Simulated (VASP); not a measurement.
# CdSe, deformation potentials: which settings are enough?

CdSe, F-43m (no. 216), 2 atoms in the cell. PBE, strained cells; PAW potentials Cd, Se (PBE set). VASP 6.6.1.

Wanted: gap against ln V within 0.1 eV.

The series start from Relative volume step: 0.02; Cutoff (eV): 350; k-point spacing (1/Å): 0.3. Each series keeps the choices made before it, and each single choice may use up half of a tolerance. Times cover all steps of a run.

## Relative volume step

| Relative volume step | Gap against ln V (eV) | Time (s) |
|---|---|---|
| 0.06 | -2.08 | 154 |
| 0.02 | -2.09 | 144 |
| 0.01 (reference) | -2.09 | 143 |

Chosen: 0.06, the loosest value from which every tighter one stays within half of the tolerance.

## Cutoff (eV)

| Cutoff (eV) | Gap against ln V (eV) | Time (s) |
|---|---|---|
| 210 | -2.24 | 101 |
| 350 | -2.08 | 154 |
| 440 (reference) | -2.08 | 174 |

Chosen: 350.

## k-point spacing (1/Å)

| k-point spacing (1/Å) | Gap against ln V (eV) | Time (s) |
|---|---|---|
| 0.7 | -2.14 | 120 |
| 0.3 | -2.08 | 154 |
| 0.2 (reference) | -2.08 | 227 |

Chosen: 0.3.

## All choices together

| Input | Gap against ln V (eV) | Time (s) |
|---|---|---|
| quick settings (naive) | -2.70 | 73 |
| chosen settings | -2.08 | 154 |
| reference settings throughout | -2.09 | 244 |

The tolerance is met.

## The input

INCAR.step1:
```
SYSTEM = CdSe
PREC = Accurate
ENCUT = 420
EDIFF = 1E-7
ISMEAR = 0
SIGMA = 0.05
ALGO = Normal
LREAL = .False.
LASPH = .True.
NELM = 100
LWAVE = .False.
LCHARG = .False.
IBRION = 2
NSW = 30
ISIF = 3
EDIFFG = -0.005
KPAR = 4
```

INCAR.step2:
```
SYSTEM = CdSe
PREC = Accurate
ENCUT = 350
EDIFF = 1E-6
ISMEAR = 0
SIGMA = 0.05
ALGO = Normal
LREAL = .False.
LASPH = .True.
NELM = 100
LWAVE = .False.
LCHARG = .False.
KPAR = 4
```

INCAR.step7, as INCAR.step2 but for:
```
+ IBRION = 2
+ NSW = 15
+ EDIFFG = -0.005
```

KPOINTS.step1:
```
k-points
0
Gamma
  6 6 6
```

KPOINTS.step2:
```
Automatic mesh
0
Gamma
  6 6 6
  0 0 0
```

POSCAR.step1:
```
CdSe
1.0
    0.0000000000      3.0702712000      3.0702712000
    3.0702712000      0.0000000000      3.0702712000
    3.0702712000      3.0702712000      0.0000000000
Cd Se
1 1
Direct
    0.0000000000      0.0000000000      0.0000000000
    0.7500000000      0.7500000000      0.7500000000
```

POSCAR.step2:
```
CdSe
1.0
    0.0000000000      3.0968438753      3.0968438753
    3.0968438753      0.0000000000      3.0968438753
    3.0968438753      3.0968438753      0.0000000000
Cd Se
1 1
Direct
    0.0000000000      0.0000000000      0.0000000000
    0.7500000000      0.7500000000      0.7500000000
```

POSCAR.step3:
```
CdSe
1.0
    0.0000000000      3.1575817243      3.1575817243
    3.1575817243      0.0000000000      3.1575817243
    3.1575817243      3.1575817243      0.0000000000
Cd Se
1 1
Direct
    0.0000000000      0.0000000000      0.0000000000
    0.7500000000      0.7500000000      0.7500000000
```

POSCAR.step4:
```
CdSe
1.0
    0.0000000000      3.0336252411      3.0336252411
    3.0336252411      0.0000000000      3.0336252411
    3.0336252411      3.0336252411      0.0000000000
Cd Se
1 1
Direct
    0.0000000000      0.0000000000      0.0000000000
    0.7500000000      0.7500000000      0.7500000000
```

POSCAR.step5:
```
CdSe
1.0
    0.0000000000      3.0503912172      3.1897491916
    3.0503912172      0.0000000000      3.1897491916
    3.0503912172      3.0503912172      0.0000000000
Cd Se
1 1
Direct
    0.0000000000      0.0000000000      0.0000000000
    0.7500000000      0.7500000000      0.7500000000
```

POSCAR.step6:
```
CdSe
1.0
    0.0000000000      3.1432965335      3.0039385591
    3.1432965335      0.0000000000      3.0039385591
    3.1432965335      3.1432965335      0.0000000000
Cd Se
1 1
Direct
    0.0000000000      0.0000000000      0.0000000000
    0.7500000000      0.7500000000      0.7500000000
```

POSCAR.step7:
```
CdSe
1.0
    0.0929053163      3.1432965335      3.1432965335
    3.1432965335      0.0929053163      3.1432965335
    3.1432965335      3.1432965335      0.0929053163
Cd Se
1 1
Direct
    0.0000000000      0.0000000000      0.0000000000
    0.7500000000      0.7500000000      0.7500000000
```

POSCAR.step8:
```
CdSe
1.0
   -0.0929053163      3.0503912172      3.0503912172
    3.0503912172     -0.0929053163      3.0503912172
    3.0503912172      3.0503912172     -0.0929053163
Cd Se
1 1
Direct
    0.0000000000      0.0000000000      0.0000000000
    0.7500000000      0.7500000000      0.7500000000
```

Commands (each step's output is kept before the next begins):
```
cat potpaw_PBE.64/Cd/POTCAR potpaw_PBE.64/Se/POTCAR > POTCAR
cp INCAR.step1 INCAR
cp KPOINTS.step1 KPOINTS
cp POSCAR.step1 POSCAR
mpirun -np 4 vasp_std > vasp.out
rm WAVECAR CHG
cp INCAR.step2 INCAR
cp KPOINTS.step2 KPOINTS
cp POSCAR.step2 POSCAR
mpirun -np 4 vasp_std > vasp.out
rm WAVECAR CHG
cp POSCAR.step3 POSCAR
mpirun -np 4 vasp_std > vasp.out
rm WAVECAR CHG
cp POSCAR.step4 POSCAR
mpirun -np 4 vasp_std > vasp.out
rm WAVECAR CHG
cp POSCAR.step5 POSCAR
mpirun -np 4 vasp_std > vasp.out
rm WAVECAR CHG
cp POSCAR.step6 POSCAR
mpirun -np 4 vasp_std > vasp.out
rm WAVECAR CHG
cp INCAR.step7 INCAR
cp POSCAR.step7 POSCAR
mpirun -np 4 vasp_std > vasp.out
rm WAVECAR CHG
cp POSCAR.step8 POSCAR
mpirun -np 4 vasp_std > vasp.out
```

Limits: b and d are read from the valence top without spin-orbit coupling.

The chosen input took VASP 6.6.1 154 s on 4 cores (Intel Xeon Platinum 8259CL @ 2.50GHz (Skylake/Cascade Lake)), a shared host.
